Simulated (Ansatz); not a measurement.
# Where the states of InP lie

```
In P
1.0
     0.00000    2.85500    2.85500
     2.85500    0.00000    2.85500
     2.85500    2.85500    0.00000
In P
1 1
Direct
  0.00000 0.00000 0.00000
  0.50000 0.50000 0.50000
```

The geometry is COD entry 1538565, unchecked; take it as a test cell.

No spin–orbit coupling, which matters for the heavy atoms here.

Theory: DFT, PBE, all-electron LAPW, scalar-relativistic (Ansatz 0.2.0).

Settings: a Γ-centred 11×11×11 k mesh, Fermi–Dirac smearing of 0.03 eV, basis error target 0.25 meV/atom, no spin polarisation.

States per eV and cell, averaged over 0.4 eV, from -11.4 to 2.8 eV, with energies (bin centres) from the Fermi level; empty bins are left out. 

```json
{"E (eV)": "-11.3", "total": "0.07"}
{"E (eV)": "-10.9", "total": "0.29"}
{"E (eV)": "-10.5", "total": "0.44"}
{"E (eV)": "-10.1", "total": "0.61"}
{"E (eV)": "-9.7", "total": "0.96"}
{"E (eV)": "-9.3", "total": "1.26"}
{"E (eV)": "-8.9", "total": "1.37"}
{"E (eV)": "-6.1", "total": "0.09"}
{"E (eV)": "-5.7", "total": "0.50"}
{"E (eV)": "-5.3", "total": "0.96"}
{"E (eV)": "-4.9", "total": "1.14"}
{"E (eV)": "-4.5", "total": "1.01"}
{"E (eV)": "-4.1", "total": "0.59"}
{"E (eV)": "-3.7", "total": "0.51"}
{"E (eV)": "-3.3", "total": "0.73"}
{"E (eV)": "-2.9", "total": "0.81"}
{"E (eV)": "-2.5", "total": "0.92"}
{"E (eV)": "-2.1", "total": "1.26"}
{"E (eV)": "-1.7", "total": "1.37"}
{"E (eV)": "-1.3", "total": "1.34"}
{"E (eV)": "-0.9", "total": "1.35"}
{"E (eV)": "-0.5", "total": "1.39"}
{"E (eV)": "-0.1", "total": "1.45"}
{"E (eV)": "0.3", "total": "0.43"}
{"E (eV)": "0.7", "total": "0.39"}
{"E (eV)": "1.1", "total": "0.51"}
{"E (eV)": "1.5", "total": "0.74"}
{"E (eV)": "1.9", "total": "1.03"}
{"E (eV)": "2.3", "total": "0.89"}
{"E (eV)": "2.7", "total": "0.55"}
```
